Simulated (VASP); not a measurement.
# NbP in VASP: notebook

Runs on NbP. Level: PBE. Tasks: single point.

Everything below comes from runs of VASP 6.6.1. Logs are shortened: lines on timing, memory, paths and dates and some standing lists are left out, and cuts for length are marked.

## Step 1: The structure

The cell holds a slab with vacuum, 6 atoms: a = 3.325 Å, b = 3.325 Å, c = 9.690 Å, α = 90.00°, β = 90.00°, γ = 90.00°.

## Step 2: Single point, PBE

File INCAR:

```
SYSTEM = NbP
ALGO = Normal ; DIPOL = 0.5 0.5 0.500
EDIFF = 1E-7 ; ENCUT = 400
GGA = PE ; IDIPOL = 3
ISIF = 2 ; ISMEAR = 1
LASPH = .TRUE. ; LCHARG = .FALSE.
LDIPOL = .TRUE. ; LREAL = .FALSE.
LVACPOTAV = .TRUE. ; LVHAR = .TRUE.
LWAVE = .FALSE. ; NBANDS = 41
NELM = 120 ; PREC = Accurate
SIGMA = 0.1
```

File KPOINTS:

```
k-points
0
G
  15 15 1
  0 0 0
```

File POSCAR:

```
NbP
1.0
    3.3250000000      0.0000000000      0.0000000000
    0.0000000000      3.3250000000      0.0000000000
    0.0000000000      0.0000000000      9.6900000000
Nb P
3 3
Direct
    0.5000000000      0.5000000000      0.2063983488
    0.0000000000      0.5000000000      0.5000000000
    0.0000000000      0.0000000000      0.7936016512
    0.0000000000      0.0000000000      0.2063983488
    0.5000000000      0.0000000000      0.5000000000
    0.5000000000      0.5000000000      0.7936016512
```

Potentials or basis: VASP PAW PBE potentials, release 64 (Nb_sv, P).

On the command line:

```console
$ cat potpaw_PBE.64/Nb_sv/POTCAR potpaw_PBE.64/P/POTCAR > POTCAR
$ mpirun -np 1 vasp_std > vasp.out
```

OUTCAR:

```text
SYSTEM = NbP
   EDIFF = 1E-7
   ENCUT = 400
   GGA = PE
   ISIF = 2
   ISMEAR = 1
   LASPH = .TRUE.
   LREAL = .FALSE.
   NELM = 120
   PREC = Accurate

 Found     36 irreducible k-points:

 Following reciprocal coordinates:
            Coordinates               Weight
  0.000000  0.000000  0.000000      1.000000
  0.066667  0.000000  0.000000      4.000000
  0.133333  0.000000  0.000000      4.000000
  0.200000  0.000000  0.000000      4.000000
  0.266667  0.000000  0.000000      4.000000
  0.333333  0.000000  0.000000      4.000000
   k-points           NKPTS =     36   k-points in BZ     NKDIM =     36   number of bands    NBANDS=     41
   number of dos      NEDOS =    301   number of ions     NIONS =      6
   total plane-waves  NPLWV =  36864
   dimension x,y,z NGX =    24 NGY =   24 NGZ =   64
   dimension x,y,z NGXF=    48 NGYF=   48 NGZF=  128
   ions per type =               3   3
   NGX,Y,Z   is equivalent  to a cutoff of  12.00, 12.00, 10.98 a.u.
   NGXF,Y,Z  is equivalent  to a cutoff of  24.00, 24.00, 21.96 a.u.
 SYSTEM =  NbP
   PREC   = accura    normal or accurate (medium, high low for compatibility)
   ISTART =      0    job   : 0-new  1-cont  2-samecut
   ICHARG =      2    charge: 1-file 2-atom 10-const
   ISPIN  =      1    spin polarized calculation?
   LNONCOLLINEAR =      F non collinear calculations
   LSORBIT =      F    spin-orbit coupling
   LASPH  =      T    aspherical Exc in radial PAW
   ENCUT  =  400.0 eV  29.40 Ry    5.42 a.u.   5.42  5.42 15.80*2*pi/ulx,y,z
   NELM   =    120;   NELMIN=  2; NELMDL= -5     # of ELM steps
   EDIFF  = 0.1E-06   stopping-criterion for ELM
   LREAL  =      F    real-space projection
   EDIFFG = 0.1E-05   stopping-criterion for IOM
   NSW    =      0    number of steps for IOM
   IBRION =     -1    ionic relax: 0-MD 1-quasi-New 2-CG
   NFREE  =      0    steps in history (QN), initial steepest desc. (CG)
   ISIF   =      2    stress and relaxation
   ISYM   =      2    0-nonsym 1-usesym 2-fastsym
   POTIM  = 0.5000    time-step for ionic-motion
   TEBEG  =    0.0;   TEEND  =   0.0 temperature during run
   PSTRESS=    0.0 pullay stress
   NELECT =      54.0000    total number of electrons
   NUPDOWN=      -1.0000    fix difference up-down
   EMIN   =  10.00;   EMAX   =-10.00  energy-range for DOS
   EFERMI =   0.00;   METHOD = LEGACY
   ISMEAR =     1;   SIGMA  =   0.10  broadening in eV -4-tet -1-fermi 0-gaus
   EFERMI_NEDOS =   21; number of points for ismear=-14 and -15
   IALGO  =     38    algorithm
   IMIX   =      4    mixing-type and parameters
     AMIX     =   0.40;   BMIX     =  1.00
     AMIX_MAG =   1.60;   BMIX_MAG =  1.00
  volume/ion in A,a.u.               =      17.85       120.49
  Fermi-wavevector in a.u.,A,eV,Ry     =   1.302878  2.462082 23.095766  1.697491
  Thomas-Fermi vector in A             =   2.433917
   LORBIT       =      0    0 simple, 1 ext, 2 COOP (PROOUT), +10 PAW based schemes
   GGA     = PE    functional components
   LHFCALC =     F    Hartree Fock is set to
   AEXX    =    0.0000 exact exchange contribution
   IVDW    =     0    specifies the selected vdW correction
   LEPSILON=     F    determine dielectric tensor
   LRPA    =     F    only Hartree local field effects (RPA)
 non-spin polarized calculation
 Methfessel and Paxton  Order N= 1 SIGMA  =   0.10
  energy-cutoff  :      400.00
  volume of cell :      107.13
 maximum number of plane-waves:      1971
 NGX is ok and might be reduce to    24
   NGX = 11   NGY = 11   NGZ = 31

 dipolmoment           0.000000      0.000000      0.000000 electrons x Angstroem

 number of electron      54.0000004 magnetization

 dipolmoment           0.000000      0.000000     -0.000000 electrons x Angstroem

 Free energy of the ion-electron system (eV)
  ---------------------------------------------------
  ext. energy  EPLUGINS =         0.00000000
  ---------------------------------------------------
  free energy    TOTEN  =       -46.83694859 eV

  energy without entropy =      -46.83794219  energy(sigma->0) =      -46.83727979

 E-fermi :   9.6253     XC(G=0): -11.2084

 val. band max:        9.6205205455   @ k =   0.2000   0.0667   0.0000
 cond. band min:       9.6629022355   @ k =   0.1333   0.0667   0.0000
 fundamental gap:      0.0423816901
 Fermi energy:         9.6252876557

 k-point     1 :       0.0000    0.0000    0.0000
  band No.  band energies     occupation
      1     -45.6010      2.00000
      2     -45.5996      2.00000
      3     -45.4436      2.00000
      4     -21.7551      2.00000
      5     -21.7551      2.00000
      6     -21.7257      2.00000
[... 31 lines left out ...]
     38      11.7329      0.00000
     39      12.6788      0.00000

 k-point     2 :       0.0667    0.0000    0.0000
  band No.  band energies     occupation
      1     -45.6000      2.00000
      2     -45.5987      2.00000
      3     -45.4427      2.00000
      4     -21.7701      2.00000
      5     -21.7535      2.00000
      6     -21.7412      2.00000
[... 31 lines left out ...]
     38      11.8507      0.00000
     39      12.8110      0.00000

 k-point     3 :       0.1333    0.0000    0.0000
  band No.  band energies     occupation
      1     -45.5972      2.00000
      2     -45.5960      2.00000
      3     -45.4400      2.00000
      4     -21.8122      2.00000
      5     -21.7840      2.00000
      6     -21.7489      2.00000
[... 31 lines left out ...]
     38      12.0522      0.00000
     39      13.0731      0.00000

 k-point     4 :       0.2000    0.0000    0.0000
  band No.  band energies     occupation
      1     -45.5932      2.00000
      2     -45.5920      2.00000
      3     -45.4361      2.00000
      4     -21.8735      2.00000
      5     -21.8456      2.00000
      6     -21.7510      2.00000
[... 31 lines left out ...]
     38      13.3022      0.00000
     39      13.3444      0.00000

 k-point     5 :       0.2667    0.0000    0.0000
  band No.  band energies     occupation
      1     -45.5885      2.00000
      2     -45.5875      2.00000
      3     -45.4316      2.00000
      4     -21.9430      2.00000
      5     -21.9150      2.00000
      6     -21.8199      2.00000
[... 31 lines left out ...]
     38      14.4872      0.00000
     39      14.7702      0.00000

 k-point     6 :       0.3333    0.0000    0.0000
  band No.  band energies     occupation
      1     -45.5839      2.00000
      2     -45.5832      2.00000
      3     -45.4273      2.00000
      4     -22.0085      2.00000
      5     -21.9802      2.00000
      6     -21.8858      2.00000
[... 31 lines left out ...]
     38      15.4762      0.00000
     39      15.5010      0.00000

 [... further k-points ...]

 [bands above 39 left out]

------------------------ aborting loop because EDIFF is reached ----------------------------------------

  FORCE on cell =-STRESS in cart. coord.  units (eV):
  Direction    XX          YY          ZZ          XY          YZ          ZX
  --------------------------------------------------------------------------------------
  -------------------------------------------------------------------------------------
  Total       17.9455567     17.9455567     -5.3952113      0.0000000      0.0000000      0.0000000
  in kB      268.3863603    268.3863603    -80.6885594      0.0000000      0.0000000      0.0000000
  external PRESSURE =     152.0280537 kB  Pullay stress =       0.0000000 kB

 VOLUME and BASIS-vectors are now :
 -----------------------------------------------------------------------------
  energy-cutoff  :      400.00
  volume of cell :      107.13
      direct lattice vectors                 reciprocal lattice vectors
     3.325000000  0.000000000  0.000000000     0.300751880  0.000000000  0.000000000
     0.000000000  3.325000000  0.000000000     0.000000000  0.300751880  0.000000000
     0.000000000  0.000000000  9.690000000     0.000000000  0.000000000  0.103199174

 POSITION                                       TOTAL-FORCE (eV/Angst)
 -----------------------------------------------------------------------------------
      1.66250      1.66250      2.00000         0.000000      0.000000      0.542269
      0.00000      1.66250      4.84500         0.000000      0.000000     -0.000000
      0.00000      0.00000      7.69000         0.000000      0.000000     -0.542269
      0.00000      0.00000      2.00000         0.000000      0.000000      0.079120
      1.66250      0.00000      4.84500         0.000000      0.000000      0.000000
      1.66250      1.66250      7.69000         0.000000      0.000000     -0.079120
 -----------------------------------------------------------------------------------
    total drift:                                0.000000     -0.000000     -0.000000

  FREE ENERGIE OF THE ION-ELECTRON SYSTEM (eV)
  ---------------------------------------------------
  free  energy   TOTEN  =       -46.8369485883 eV

  energy  without entropy=      -46.8379421886  energy(sigma->0) =      -46.83727979
```

stdout:

```text
POSCAR found type information on POSCAR NbP
 POSCAR found :  2 types and       6 ions
 scaLAPACK will be used
 LDA part: xc-table for (Slater+PW92), standard interpolation
 POSCAR, INCAR and KPOINTS ok, starting setup
 FFT: planning ... GRIDC
[... 61 lines left out ...]
|           W    W  A    A  R    R  N    N  II  N    N   GGGG   !!!           |
|                                                                             |
|     Did not find any points to average over, which means that no vacuum     |
|     field-free region was found. Please increase the size of  your cell     |
|     in the dimension of the dipole correction to obtain accurate            |
|     workfunction values.                                                    |
|                                                                             |
 -----------------------------------------------------------------------------
```

Run time: 88 s. Hardware: 1 thread of Intel Xeon Platinum 8488C (Sapphire Rapids), shared host; peak memory 0.22 GiB.

These settings aren't checked as converged: the numbers below hold their error.

What came out:

* Free energy: -46.8369 eV
* Largest force: 0.542 eV/Å
* Band gap on the k mesh: none (metal or under the smearing width)

## Step 3: Single point, PBE

This run uses another cell than the first one, of 32.60 Å³/atom, 1.826 times its volume.

INCAR is that of step 2.

File KPOINTS:

```
k-points
0
G
  10 10 1
  0 0 0
```

File POSCAR:

```
NbP
1.0
    3.3250000000      0.0000000000      0.0000000000
    0.0000000000      3.3250000000      0.0000000000
    0.0000000000      0.0000000000     17.6900000000
Nb P
3 3
Direct
    0.5000000000      0.5000000000      0.3391746750
    0.0000000000      0.5000000000      0.5000000000
    0.0000000000      0.0000000000      0.6608253250
    0.0000000000      0.0000000000      0.3391746750
    0.5000000000      0.0000000000      0.5000000000
    0.5000000000      0.5000000000      0.6608253250
```

Potentials or basis: VASP PAW PBE potentials, release 64 (Nb_sv, P).

On the command line:

```console
$ cat potpaw_PBE.64/Nb_sv/POTCAR potpaw_PBE.64/P/POTCAR > POTCAR
$ mpirun -np 1 vasp_std > vasp.out
```

OUTCAR:

```text
SYSTEM = NbP
   EDIFF = 1E-7
   ENCUT = 400
   GGA = PE
   ISIF = 2
   ISMEAR = 1
   LASPH = .TRUE.
   LREAL = .FALSE.
   NELM = 120
   PREC = Accurate

 Found     21 irreducible k-points:

 Following reciprocal coordinates:
            Coordinates               Weight
  0.000000  0.000000  0.000000      1.000000
  0.100000  0.000000  0.000000      4.000000
  0.200000  0.000000  0.000000      4.000000
  0.300000  0.000000  0.000000      4.000000
  0.400000  0.000000  0.000000      4.000000
  0.500000  0.000000  0.000000      2.000000
[... 338 lines left out ...]
  -------------------------------------------------------------------------------------
  Total       18.0372671     18.0372671     -5.7710799      0.0000000      0.0000000      0.0000000
  in kB      147.7645264    147.7645264    -47.2777216      0.0000000      0.0000000      0.0000000
  external PRESSURE =      82.7504438 kB  Pullay stress =       0.0000000 kB

 VOLUME and BASIS-vectors are now :
 -----------------------------------------------------------------------------
  energy-cutoff  :      400.00
  volume of cell :      195.57
      direct lattice vectors                 reciprocal lattice vectors
     3.325000000  0.000000000  0.000000000     0.300751880  0.000000000  0.000000000
     0.000000000  3.325000000  0.000000000     0.000000000  0.300751880  0.000000000
     0.000000000  0.000000000 17.690000000     0.000000000  0.000000000  0.056529112

 POSITION                                       TOTAL-FORCE (eV/Angst)
 -----------------------------------------------------------------------------------
      1.66250      1.66250      6.00000         0.000000      0.000000      1.020978
      0.00000      1.66250      8.84500         0.000000      0.000000      0.000000
      0.00000      0.00000     11.69000         0.000000      0.000000     -1.020978
      0.00000      0.00000      6.00000         0.000000      0.000000     -0.050041
      1.66250      0.00000      8.84500         0.000000      0.000000      0.000000
      1.66250      1.66250     11.69000         0.000000      0.000000      0.050041
 -----------------------------------------------------------------------------------
    total drift:                                0.000000     -0.000000      0.000000

  FREE ENERGIE OF THE ION-ELECTRON SYSTEM (eV)
  ---------------------------------------------------
  free  energy   TOTEN  =       -46.7790078357 eV

  energy  without entropy=      -46.7756715037  energy(sigma->0) =      -46.77789573

 vacuum level on the upper side and lower side of the slab         7.437         7.437
```

OSZICAR:

```text
N       E                     dE             d eps       ncg     rms          rms(c)
DAV:   1     0.417708116397E+03    0.41771E+03   -0.25326E+04  2026   0.990E+02
DAV:   2    -0.109055141361E+02   -0.42861E+03   -0.41428E+03  2256   0.372E+02
DAV:   3    -0.472038201317E+02   -0.36298E+02   -0.35636E+02  2763   0.795E+01
[... 15 lines left out ...]
DAV:  19    -0.467790043434E+02   -0.79726E-05   -0.56668E-07  1962   0.279E-03    0.107E-03
DAV:  20    -0.467790072385E+02   -0.28950E-05   -0.21184E-07  1624   0.148E-03    0.316E-04
DAV:  21    -0.467790076276E+02   -0.38917E-06   -0.42067E-08  1651   0.787E-04    0.208E-04
DAV:  22    -0.467790078269E+02   -0.19926E-06   -0.20159E-08  1459   0.485E-04    0.157E-04
DAV:  23    -0.467790078357E+02   -0.87957E-08   -0.54295E-09  1432   0.329E-04
   1 F= -.46779008E+02 E0= -.46777896E+02  d E =-.333633E-02
```

Run time: 2.3 min. Hardware: 1 thread of Intel Xeon Platinum 8488C (Sapphire Rapids), shared host; peak memory 0.29 GiB.

These settings aren't checked as converged: the numbers below hold their error.

Results:

```yaml
Free_energy: -46.7790 eV
Largest_force: 1.021 eV/Å
Band_gap_on_the_k_mesh: none (metal or under the smearing width)
Work_function_of_the_upper_face: 3.91 eV
Work_function_of_the_lower_face: 3.91 eV
```

(Continued in part 2 of 2.)
